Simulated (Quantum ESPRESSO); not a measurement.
Crystal: Rh.

```
CELL_PARAMETERS angstrom
2.69174 0.00000 0.00000
-1.34587 2.33112 0.00000
0.00000 0.00000 8.79807
ATOMIC_POSITIONS crystal
Rh 0.66667 0.33333 0.75000
Rh 0.00000 0.00000 0.50000
Rh 0.33333 0.66667 0.25000
Rh 0.00000 0.00000 0.00000
```

This isn't the form of Rh at room conditions, which is fcc.

| Quantity | Value |
| --- | --- |
| Program | Quantum ESPRESSO 7.5 |
| Task | phonons and electron-phonon coupling |
| Functional | PBE |
| Potentials or basis | GBRV 1.5 PBE |
| Cutoff | 612 eV |
| Density cutoff | 4898 eV |
| k mesh | 8 × 8 × 2 |
| Occupations | methfessel-paxton, width 0.272 eV |
| Spin | no spin polarisation |
| Mixing beta | 0.5 |
| Most SCF iterations | 120 |
| SCF threshold | 8e-10 Ry |
| q mesh | 2 × 2 × 1 |

The cell and the atoms were relaxed first, to 14.11 Å³/atom (a = 2.719 Å, b = 2.719 Å, c = 8.814 Å, α = 90.00°, β = 90.00°, γ = 120.00°), and the response was taken there.

```cif
data_structure
_symmetry_space_group_name_H-M 'P 1'
_symmetry_Int_Tables_number 1
_cell_length_a 2.7192
_cell_length_b 2.7192
_cell_length_c 8.8143
_cell_angle_alpha 90.000
_cell_angle_beta 90.000
_cell_angle_gamma 120.000
_cell_volume 56.44
loop_
_atom_site_label
_atom_site_type_symbol
_atom_site_fract_x
_atom_site_fract_y
_atom_site_fract_z
_atom_site_occupancy
Rh1 Rh 0.66667 0.33333 0.75000 1
Rh2 Rh 0.00000 0.00000 0.50000 1
Rh3 Rh 0.33333 0.66667 0.25000 1
Rh4 Rh 0.00000 0.00000 0.00000 1
```

Levels for the coupling come from a 24 × 24 × 6 mesh; ten broadenings of the double delta from 0.07 to 0.68 eV; Tc from the McMillan formula in the Allen-Dynes form.

How strong is the electron-phonon coupling, and what superconducting temperature follows?

Over broadenings from 0.27 to 0.54 eV, λ lies between 0.48 and 0.51 and ω_log near 211 K, which gives Tc from 2.1 to 2.7 K at μ* = 0.10 and from 1.2 to 1.6 K at μ* = 0.13.

Electron-phonon coupling by broadening of the double delta (levels on a 24 × 24 × 6 mesh):
```csv
broadening (eV),λ,N(E_F) (states/eV a spin and cell),ω_log (K),"Tc, μ* 0.10 (K)","Tc, μ* 0.13 (K)"
0.07,0.55,2.826,206,3.7,2.4
0.14,0.53,2.943,209,3.2,2.1
0.20,0.52,3.025,210,2.9,1.8
0.27,0.51,3.072,211,2.7,1.6
0.34,0.49,3.098,211,2.4,1.5
0.41,0.49,3.106,212,2.3,1.3
0.48,0.48,3.099,212,2.2,1.3
0.54,0.48,3.078,212,2.1,1.2
0.61,0.47,3.046,212,2.1,1.2
0.68,0.47,3.007,213,2.0,1.1
```

Coupling and linewidth of each mode at the computed q points (broadening 0.27 eV):
| q | cm⁻¹ | λ of the modes | linewidths (GHz) |
| --- | --- | --- | --- |
| (0.00, -0.50, 0.00) | 120 121 148 154 158 162 163 165 199 209 220 222 | 0.06 0.04 0.09 0.04 0.03 0.03 0.05 0.05 0.05 0.03 0.03 0.02 | 30 23 72 36 25 24 49 52 69 54 54 42 |

The same from a weighted sum over the computed q points, without interpolation:
| broadening (eV) | λ | ω_log (K) | Tc, μ* 0.10 (K) | Tc, μ* 0.13 (K) |
| --- | --- | --- | --- | --- |
| 0.07 | 0.52 | 218 | 3.1 | 2.0 |
| 0.14 | 0.50 | 221 | 2.7 | 1.6 |
| 0.20 | 0.49 | 222 | 2.4 | 1.4 |
| 0.27 | 0.48 | 222 | 2.2 | 1.2 |
| 0.34 | 0.47 | 222 | 2.0 | 1.1 |
| 0.41 | 0.46 | 222 | 1.9 | 1.0 |
| 0.48 | 0.45 | 222 | 1.8 | 1.0 |
| 0.54 | 0.45 | 222 | 1.7 | 0.9 |
| 0.61 | 0.45 | 222 | 1.7 | 0.9 |
| 0.68 | 0.45 | 222 | 1.7 | 0.9 |

The smallest broadenings aren't converged on these meshes, and μ* is assumed, not computed; spin fluctuations are left out.

Caveat: the k mesh is coarse; the mesh is thin for the phonons of a metal; λ from interpolated matrix elements is rough: modes that symmetry makes equal can differ by tens of percent; the q mesh is small, so phonon branches between its points and thermal values are rough.
